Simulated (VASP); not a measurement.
# P under changes of volume

One of the cells (20.867 Å³/atom); the others are scaled copies at fixed shape and fractional positions:

```
CELL_PARAMETERS angstrom
1.65866 -5.50123 0.00000
1.65866 5.50123 0.00000
0.00000 0.00000 4.57373
ATOMIC_POSITIONS crystal
P 0.90414 0.09586 0.58882
P 0.09586 0.90414 0.41118
P 0.59586 0.40414 0.08882
P 0.40414 0.59586 0.91118
```

| Quantity | Value |
| --- | --- |
| Program | VASP 6.6.1 |
| Functional | PBEsol |
| Potentials or basis | VASP PAW PBE potentials, release 64 (P) |
| Cutoff | 520 eV |
| k mesh | 8 × 8 × 6 |
| Occupations | fermi-dirac, width 0.05 eV |
| Spin | no spin polarisation |

| volume (Å³/atom) | energy over the lowest point (meV/atom) | pressure (GPa) | gap on the mesh (eV) | largest force (eV/Å) |
| --- | --- | --- | --- | --- |
| 19.230 | 13.55 | 4.5 | 0.05 | 0.842 |
| 19.639 | 4.43 | 2.6 | 0.03 | 0.634 |
| 20.049 | 0.00 | 0.8 | 0.01 | 0.445 |
| 20.867 | 3.33 | -2.1 | 0.05 | 0.152 |
| 21.276 | ? | ? | ? | ? |
| 21.685 | 20.23 | -4.5 | 0.13 | 0.264 |

Task: What does the run at 21.276 Å³/atom give?

Result: Energy over the lowest point 10.26 meV/atom; pressure -3.4 GPa; gap on the mesh 0.09 eV; largest force 0.155 eV/Å.

Worked out: A Birch-Murnaghan fit of order 3 (a polynomial in V^(-2/3)) to the other rows has its minimum at 20.27 Å³/atom with B0 = V·E''(V) = 77 GPa and B' = 4.4 at fixed shape and positions, which overstates the stiffness. It gives 10.26 meV/atom at 21.276 Å³/atom, against the run's 10.26, and -dE/dV = -3.3 GPa, against -3.4.

Energies are extrapolated to zero smearing.

Caveats: the PAW data sets were made with another functional, which shifts forces and pressure a little.

A mesh can miss the band edges.
